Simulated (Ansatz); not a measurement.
Mo under pressure

Computed with DFT PBE, scalar-relativistic, plane waves, PAW (Ansatz 0.2.0). (420 eV cutoff, 18×18×18 k-mesh, Gaussian smearing of 0.10 eV, no spin polarisation)

Reference structure (relaxed):

```
Mo
1.0
    -1.58030    1.58030    1.58030
     1.58030   -1.58030    1.58030
     1.58030    1.58030   -1.58030
Mo
1
Cartesian
  0.0000 0.0000 0.0000
```

Cell and atoms are relaxed at each pressure within the symmetry of the start, at zero temperature, so transitions that lower the symmetry aren't seen. The k-mesh given is that at zero pressure and may differ at others.

(1) Give the structure at 10 GPa.

## Answers

(1)
```
Mo
1.0
    -1.56156    1.56156    1.56156
     1.56156   -1.56156    1.56156
     1.56156    1.56156   -1.56156
Mo
1
Direct
  0.00000 0.00000 0.00000
```
Symmetry: Im-3m, No. 229, cubic system. Conventional cell: a = 3.123 Å, b = 3.123 Å, c = 3.123 Å, α = 90.00°, β = 90.00°, γ = 90.00°. Mo (site symmetry m-3m) has 8 Mo at 2.70 Å as nearest neighbours.